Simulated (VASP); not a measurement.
# Zr2C (P6/mmm) in VASP: a series of runs

Runs on Zr2C. Level: PBE. Tasks: single point, relaxation of cell and atoms.

All numbers are computed with VASP 6.6.1; they aren't measurements. Logs are shortened: lines on timing, memory, paths and dates and some standing lists are left out, and cuts for length are marked.

## (1) The cell of the first run

Symmetry: P6/mmm, No. 191, hexagonal system. Conventional cell: a = 4.541 Å, b = 4.541 Å, c = 2.756 Å, α = 90.00°, β = 90.00°, γ = 120.00°. Zr (site symmetry -6m2) is surrounded by 5 Zr at 2.62 to 2.76 Å and 6 C at 2.96 Å. Around C (site symmetry 6/mmm) lie 2 C at 2.76 Å and 12 Zr at 2.96 Å.

The cell was built by a generator and needn't be a form met in nature.

## (2) Single point, PBE (random cell by space group and Wyckoff sites (P6/mmm, No. 191))

Input file INCAR:

```
SYSTEM = Zr2C
  PREC = Accurate
  ENCUT = 520
  EDIFF = 1E-6
  ISMEAR = 0
  SIGMA = 0.1
  LREAL = .FALSE.
  LASPH = .TRUE.
  NELM = 60
  ALGO = Fast
  ISIF = 2
  LWAVE = .FALSE.
  LCHARG = .FALSE.
  GGA = PE
  NBANDS = 21
```

Input file KPOINTS:

```
regular mesh
0
G
  12 12 16
  0 0 0
```

Input file POSCAR:

```
Zr2C
1.0
    4.5413548900      0.0000000000      0.0000000000
   -2.2706774450      3.9329287024      0.0000000000
    0.0000000000      0.0000000000      2.7564552291
Zr C
2 1
Direct
    0.3333333333      0.6666666667      0.0000000000
    0.6666666667      0.3333333333      0.0000000000
    0.0000000000      0.0000000000      0.5000000000
```

Potentials or basis: VASP PAW PBE potentials, release 64 (Zr_sv, C).

Launch:

```
cat potpaw_PBE.64/Zr_sv/POTCAR potpaw_PBE.64/C/POTCAR > POTCAR
mpirun -np 1 vasp_std > vasp.out
```

OUTCAR:

```text
SYSTEM = Zr2C
   PREC = Accurate
   ENCUT = 520
   EDIFF = 1E-6
   ISMEAR = 0
   LREAL = .FALSE.
   LASPH = .TRUE.
   NELM = 60
   ISIF = 2
   GGA = PE

 ion  position               nearest neighbor table
   1  0.333  0.667  0.000-   2 2.62   2 2.62   2 2.62   3 2.96   3 2.96   3 2.96   3 2.96   3 2.96
                             3 2.96   2 3.80   2 3.80   2 3.80   2 3.80   2 3.80   2 3.80
   2  0.667  0.333  0.000-   1 2.62   1 2.62   1 2.62   3 2.96   3 2.96   3 2.96   3 2.96   3 2.96
                             3 2.96   1 3.80   1 3.80   1 3.80   1 3.80   1 3.80   1 3.80
   3  0.000  0.000  0.500-   1 2.96   2 2.96   1 2.96   2 2.96   2 2.96   2 2.96   1 2.96   1 2.96
                             2 2.96   2 2.96   1 2.96   1 2.96

  LATTYP: Found a hexagonal cell.
 ALAT       =     4.5413548900
 C/A-ratio  =     0.6069675892

  Lattice vectors:

 A1 = (   4.5413548900,   0.0000000000,   0.0000000000)
 A2 = (  -2.2706774450,   3.9329287024,   0.0000000000)
 A3 = (   0.0000000000,   0.0000000000,   2.7564552291)

Analysis of symmetry for initial positions (statically):
=====================================================================
 Subroutine PRICEL returns:
 Original cell was already a primitive cell.

 Routine SETGRP: Setting up the symmetry group for a
 hexagonal supercell.

 Subroutine GETGRP returns: Found 24 space group operations
 (whereof 24 operations were pure point group operations)
 out of a pool of 24 trial point group operations.

The static configuration has the point symmetry D_6h.

Analysis of symmetry for dynamics (positions and initial velocities):
=====================================================================
 Subroutine PRICEL returns:
 Original cell was already a primitive cell.

 Routine SETGRP: Setting up the symmetry group for a
 hexagonal supercell.

 Subroutine GETGRP returns: Found 24 space group operations
 (whereof 24 operations were pure point group operations)
 out of a pool of 24 trial point group operations.

The dynamic configuration has the point symmetry D_6h.

 Subroutine INISYM returns: Found 24 space group operations
 (whereof 24 operations are pure point group operations),
 and found     1 'primitive' translations

----------------------------------------------------------------------------------------

                                     Primitive cell

  volume of cell :      49.2326

  direct lattice vectors                    reciprocal lattice vectors
     4.541354890  0.000000000  0.000000000     0.220198602  0.127131722  0.000000000
    -2.270677445  3.932928702  0.000000000     0.000000000  0.254263445  0.000000000
     0.000000000  0.000000000  2.756455229     0.000000000  0.000000000  0.362784779

  length of vectors
[... 91 lines left out ...]
   ISYM   =      2    0-nonsym 1-usesym 2-fastsym
   POTIM  = 0.5000    time-step for ionic-motion
   TEBEG  =    0.0;   TEEND  =   0.0 temperature during run
   PSTRESS=    0.0 pullay stress
   NELECT =      28.0000    total number of electrons
   NUPDOWN=      -1.0000    fix difference up-down
   EMIN   =  10.00;   EMAX   =-10.00  energy-range for DOS
   EFERMI =   0.00;   METHOD = LEGACY
   ISMEAR =     0;   SIGMA  =   0.10  broadening in eV -4-tet -1-fermi 0-gaus
   EFERMI_NEDOS =   21; number of points for ismear=-14 and -15
   IALGO  =     68    algorithm
   IMIX   =      4    mixing-type and parameters
     AMIX     =   0.40;   BMIX     =  1.00
     AMIX_MAG =   1.60;   BMIX_MAG =  1.00
  volume/ion in A,a.u.               =      16.41       110.75
  Fermi-wavevector in a.u.,A,eV,Ry     =   1.356365  2.563159 25.031005  1.839727
  Thomas-Fermi vector in A             =   2.483375
   LORBIT       =      0    0 simple, 1 ext, 2 COOP (PROOUT), +10 PAW based schemes
   GGA     = PE    functional components
   LHFCALC =     F    Hartree Fock is set to
   AEXX    =    0.0000 exact exchange contribution
   IVDW    =     0    specifies the selected vdW correction
   LEPSILON=     F    determine dielectric tensor
   LRPA    =     F    only Hartree local field effects (RPA)
 non-spin polarized calculation
 RMM-DIIS sequential band-by-band and
 Gauss-broadening in eV      SIGMA  =   0.10
  energy-cutoff  :      520.00
  volume of cell :       49.23
 maximum number of plane-waves:      1354
 NGX is ok and might be reduce to    36
   NGX = 17   NGY = 17   NGZ = 11

 number of electron      28.0000000 magnetization

 Free energy of the ion-electron system (eV)
  ---------------------------------------------------
  ext. energy  EPLUGINS =         0.00000000
  ---------------------------------------------------
  free energy    TOTEN  =       -20.96204386 eV

  energy without entropy =      -20.94665718  energy(sigma->0) =      -20.95435052

 E-fermi :   9.5288     XC(G=0): -11.6615

 val. band max:        9.5195908750   @ k =   0.0833   0.0000   0.1875
 cond. band min:       9.5316808434   @ k =   0.2500   0.0000   0.1250
 fundamental gap:      0.0120899684
 Fermi energy:         9.5287736771

 k-point     1 :       0.0000    0.0000    0.0000
  band No.  band energies     occupation
      1     -39.3777      2.00000
      2     -38.7539      2.00000
      3     -18.1493      2.00000
      4     -18.1493      2.00000
      5     -16.4332      2.00000
      6     -16.4332      2.00000
[... 565 lines left out ...]
     20      13.7704      0.00000
     21      14.1957      0.00000

 [... further k-points ...]

------------------------ aborting loop because EDIFF is reached ----------------------------------------

  FORCE on cell =-STRESS in cart. coord.  units (eV):
  Direction    XX          YY          ZZ          XY          YZ          ZX
  --------------------------------------------------------------------------------------
  -------------------------------------------------------------------------------------
  Total        0.0702512      0.0702512      0.0392675     -0.0000000     -0.0000000     -0.0000000
  in kB        2.2861875      2.2861875      1.2778829     -0.0000000     -0.0000000     -0.0000000
  external PRESSURE =       1.9500860 kB  Pullay stress =       0.0000000 kB

 VOLUME and BASIS-vectors are now :
 -----------------------------------------------------------------------------
  energy-cutoff  :      520.00
  volume of cell :       49.23
      direct lattice vectors                 reciprocal lattice vectors
     4.541354890  0.000000000  0.000000000     0.220198602  0.127131722  0.000000000
    -2.270677445  3.932928702  0.000000000     0.000000000  0.254263445  0.000000000
     0.000000000  0.000000000  2.756455229     0.000000000  0.000000000  0.362784779

 POSITION                                       TOTAL-FORCE (eV/Angst)
 -----------------------------------------------------------------------------------
     -0.00000      2.62195      0.00000        -0.000000     -0.000000     -0.000000
      2.27068      1.31098      0.00000         0.000000      0.000000      0.000000
      0.00000      0.00000      1.37823        -0.000000      0.000000     -0.000000
 -----------------------------------------------------------------------------------
    total drift:                                0.000000      0.000000      0.000000

  FREE ENERGIE OF THE ION-ELECTRON SYSTEM (eV)
  ---------------------------------------------------
  free  energy   TOTEN  =       -20.9620438572 eV

  energy  without entropy=      -20.9466571796  energy(sigma->0) =      -20.95435052
```

OSZICAR:

```text
N       E                     dE             d eps       ncg     rms          rms(c)
DAV:   1     0.246239465147E+03    0.24624E+03   -0.15303E+04  7182   0.134E+03
DAV:   2    -0.299949141193E+01   -0.24924E+03   -0.24245E+03  8190   0.382E+02
DAV:   3    -0.212383196740E+02   -0.18239E+02   -0.17706E+02 13511   0.773E+01
DAV:   4    -0.217187784964E+02   -0.48046E+00   -0.47683E+00  8846   0.129E+01
DAV:   5    -0.217346272458E+02   -0.15849E-01   -0.15828E-01 11006   0.175E+00    0.192E+01
RMM:   6    -0.213179679362E+02    0.41666E+00   -0.23644E+00  8490   0.766E+00    0.960E+00
RMM:   7    -0.209702328652E+02    0.34774E+00   -0.45800E-01  8129   0.294E+00    0.617E+00
RMM:   8    -0.209626070605E+02    0.76258E-02   -0.24993E-01  9152   0.298E+00    0.607E-01
RMM:   9    -0.209616951989E+02    0.91186E-03   -0.46996E-02 10389   0.114E+00    0.594E-01
RMM:  10    -0.209617294546E+02   -0.34256E-04   -0.13427E-02 10543   0.715E-01    0.196E-01
RMM:  11    -0.209618547605E+02   -0.12531E-03   -0.46580E-03 11830   0.316E-01    0.778E-02
RMM:  12    -0.209619944970E+02   -0.13974E-03   -0.13514E-03 11886   0.172E-01    0.624E-02
RMM:  13    -0.209620120074E+02   -0.17510E-04   -0.43403E-04 11861   0.103E-01    0.232E-02
RMM:  14    -0.209620293950E+02   -0.17388E-04   -0.16623E-04 12193   0.570E-02    0.141E-02
RMM:  15    -0.209620389947E+02   -0.95998E-05   -0.66172E-05 11699   0.396E-02    0.103E-02
RMM:  16    -0.209620413998E+02   -0.24051E-05   -0.27647E-05 10098   0.211E-02    0.598E-03
RMM:  17    -0.209620431561E+02   -0.17563E-05   -0.11539E-05  9141   0.144E-02    0.298E-03
RMM:  18    -0.209620438572E+02   -0.70107E-06   -0.55675E-06  8158   0.103E-02
   1 F= -.20962044E+02 E0= -.20954351E+02  d E =-.153867E-01
```

stdout:

```text
POSCAR found type information on POSCAR ZrC
 POSCAR found :  2 types and       3 ions
 scaLAPACK will be used
 LDA part: xc-table for (Slater+PW92), standard interpolation
 POSCAR, INCAR and KPOINTS ok, starting setup
 FFT: planning ... GRIDC
 FFT: planning ... GRID_SOFT
 FFT: planning ... GRID
 WAVECAR not read
 entering main loop
WARNING in EDDRMM: call to ZHEGV failed, returncode =   8  4     19
WARNING in EDDRMM: call to ZHEGV failed, returncode =   8  4     15
WARNING in EDDRMM: call to ZHEGV failed, returncode =   8  4     11
WARNING in EDDRMM: call to ZHEGV failed, returncode =   8  4     10
WARNING in EDDRMM: call to ZHEGV failed, returncode =   6  3     14
WARNING in EDDRMM: call to ZHEGV failed, returncode =   6  3     12
WARNING in EDDRMM: call to ZHEGV failed, returncode =   6  3     10
WARNING in EDDRMM: call to ZHEGV failed, returncode =   6  3     14
WARNING in EDDRMM: call to ZHEGV failed, returncode =   6  3      9
WARNING in EDDRMM: call to ZHEGV failed, returncode =   6  3     12
WARNING in EDDRMM: call to ZHEGV failed, returncode =   8  4      6
WARNING in EDDRMM: call to ZHEGV failed, returncode =   6  3     16
WARNING in EDDRMM: call to ZHEGV failed, returncode =   8  4     16
WARNING in EDDRMM: call to ZHEGV failed, returncode =   6  3      6
WARNING in EDDRMM: call to ZHEGV failed, returncode =   8  4     19
```

It took 5.7 min on 1 thread of AMD EPYC 7R43 (Zen 3), shared host; peak memory 0.25 GiB.

What came out:

* Free energy: -20.9620 eV
* Pressure: 0.2 GPa
* Band gap on the k mesh: none (metal or under the smearing width)

Levels at points of the mesh, in eV from the Fermi level:
```tsv
k point	band 12	band 13	band 14	band 15	band 16	band 17
(0.00, 0.00, 0.00)	-2.78	-0.41	0.26	0.99	0.99	2.26
(0.50, 0.00, 0.00)	-1.91	-1.44	-1.03	0.07	1.56	2.80
(0.00, 0.00, 0.50)	-2.64	-1.95	-1.95	1.34	1.34	2.21
(0.50, 0.00, 0.50)	-2.37	-0.85	-0.13	0.23	0.56	2.00
```

## (3) Relaxation of cell and atoms, PBE (random cell by space group and Wyckoff sites (P6/mmm, No. 191))

Input file INCAR:

```
ALGO = Fast
EDIFF = 1E-7
EDIFFG = -0.01
ENCUT = 600
GGA = PE
IBRION = 2
ISIF = 3
ISMEAR = 0
LASPH = T
LCHARG = F
LREAL = F
LWAVE = F
NELM = 100
NSW = 100
PREC = Accurate
SIGMA = 0.1
```

Input file KPOINTS:

```
k-points
0
Gamma
  12 12 16
```

Input file POSCAR:

```
Zr2C
1.0
    4.5257565881      0.0000000000      0.0000000000
   -2.2628782940      3.9194201766      0.0000000000
    0.0000000000      0.0000000000      2.7799317006
Zr C
2 1
Direct
    0.3333333333      0.6666666667      0.0000000000
    0.6666666667      0.3333333333      0.0000000000
    0.0000000000      0.0000000000      0.5000000000
```

Potentials or basis: VASP PAW PBE potentials, release 64 (Zr_sv, C).

Launch:

```
cat potpaw_PBE.64/Zr_sv/POTCAR potpaw_PBE.64/C/POTCAR > POTCAR
mpirun -np 1 vasp_std > vasp.out
```

Wall time 17 min (1 thread of AMD EPYC 7R43 (Zen 3), shared host); peak memory 0.27 GiB.

The run converged. Its results:

| Item | Value |
| --- | --- |
| Free energy | -20.9626 eV |
| Relaxed volume | 16.46 Å³/atom |
| Relaxed cell | a = 4.547 Å, b = 4.547 Å, c = 2.758 Å, α = 90.00°, β = 90.00°, γ = 120.00° |
| Space group after relaxing (to 0.05 Å) | P6/mmm (No. 191) |
| Energy gained by relaxing | 1.2 meV/atom |
| Ionic steps | 4 |
| Pressure after relaxing | -0.1 GPa |
| Band gap on the k mesh | none (metal or under the smearing width) |

Step by step:
| step | energy change (eV) | largest force (eV/Å) | pressure (GPa) | volume (Å³) |
| --- | --- | --- | --- | --- |
| 1 | 0.0000 | 0.0000 | -0.18 | 49.31 |
| 2 | -0.0034 | 0.0000 | 0.33 | 49.18 |
| 3 | -0.0035 | 0.0000 | 0.26 | 49.20 |
| 4 | -0.0036 | 0.0000 | -0.07 | 49.37 |

Final structure:
```cif
data_structure
_symmetry_space_group_name_H-M 'P 1'
_symmetry_Int_Tables_number 1
_cell_length_a 4.5470
_cell_length_b 4.5470
_cell_length_c 2.7575
_cell_angle_alpha 90.000
_cell_angle_beta 90.000
_cell_angle_gamma 120.000
_cell_volume 49.37
loop_
_atom_site_label
_atom_site_type_symbol
_atom_site_fract_x
_atom_site_fract_y
_atom_site_fract_z
_atom_site_occupancy
Zr1 Zr 0.33333 0.66667 0.00000 1
Zr2 Zr 0.66667 0.33333 0.00000 1
C1 C 0.00000 0.00000 0.50000 1
```

Levels at points of the mesh, in eV from the Fermi level:
```
           k point  band 11  band 12  band 13  band 14  band 15  band 16  band 17  band 18
(0.00, 0.00, 0.00)    -3.28    -2.77    -0.41     0.24     0.97     0.97     2.26     3.17
(0.50, 0.00, 0.00)    -2.98    -1.91    -1.44    -1.03     0.07     1.57     2.80     2.95
(0.00, 0.00, 0.50)    -2.63    -2.63    -1.93    -1.93     1.34     1.34     2.20     2.21
(0.50, 0.00, 0.50)    -3.78    -2.36    -0.86    -0.12     0.23     0.55     2.00     2.57
```
